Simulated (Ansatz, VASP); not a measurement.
# InP: VASP beside Ansatz

Contents of POSCAR:

```
InP
1.0
    0.0000000000      3.0943879286      3.0943879286
    3.0943879286      0.0000000000      3.0943879286
    3.0943879286      3.0943879286      0.0000000000
In P
1 1
Direct
    0.0000000000      0.0000000000      0.0000000000
    0.2500000000      0.2500000000      0.2500000000
```

Contents of INCAR.step1:

```
PREC = Accurate
ENCUT = 520
ISMEAR = -1
SIGMA = 0.02
LREAL = False
LASPH = True
NELM = 80
NBANDS = 16
GGA = PE
ALGO = Normal
EDIFF = 1E-4
LWAVE = True
LCHARG = False
```

Contents of INCAR.step2:

```
PREC = Accurate
ENCUT = 520
EDIFF = 1E-6
ISMEAR = -1
SIGMA = 0.02
LREAL = False
LASPH = True
NELM = 80
ALGO = Normal
ISIF = 2
LWAVE = False
LCHARG = True
METAGGA = R2SCAN
LMIXTAU = True
LELF = True
LVHAR = True
NBANDS = 16
ISTART = 1
```

File KPOINTS:

```
Automatic mesh
0
Gamma
  8 8 8
```

Input for Ansatz:

```yaml
crystal:
  lattice:
    - [0.0, 3.0943879286, 3.0943879286]
    - [3.0943879286, 0.0, 3.0943879286]
    - [3.0943879286, 3.0943879286, 0.0]
  atoms:
    - { symbol: In, position: [0.0, 0.0, 0.0] }
    - { symbol: P, position: [0.25, 0.25, 0.25] }
kpoints:
  mp_grid: { grid: [8, 8, 8] }
  band_path:
    path:
      - [0.0, 0.0, 0.0]
      - [-0.5, -0.5, 0.0]
      - [-0.375, -0.375, 0.25]
      - [-0.375, 0.0, 0.375]
      - [0.0, 0.0, 0.5]
      - [-0.5, -0.25, 0.25]
    npoints: 1
hamiltonian:
  xc: r2scan
scf:
  occupations: { method: fermi_dirac, width: 0.02 }
  n_extra_bands: 4
output:
  forces: true
  stress: true
  eigenvalues: true
```

Change from the starting cell: hydrostatic strain +4.8%.

Alike in both runs: task single point; functional r2SCAN; k mesh 8 × 8 × 8; occupations fermi-dirac, width 0.02 eV; no spin polarisation.

|  | VASP | Ansatz |
| --- | --- | --- |
| version | VASP 6.6.1 | Ansatz 0.2.0 |
| potentials or method | VASP PAW PBE potentials, release 64 (In_d, P) | plane waves, PAW |
| plane-wave cutoff (eV) | 520 | 500 |
| valence electrons in the cell | 18 | 18 |

```csv
,VASP,Ansatz,Ansatz less VASP
pressure (GPa),-7.0,-6.9,+0.10
```

Caveats: the PAW data sets were made with another functional, which shifts forces and pressure a little (VASP); spin-orbit coupling is left out, which moves the levels of the heavy elements.
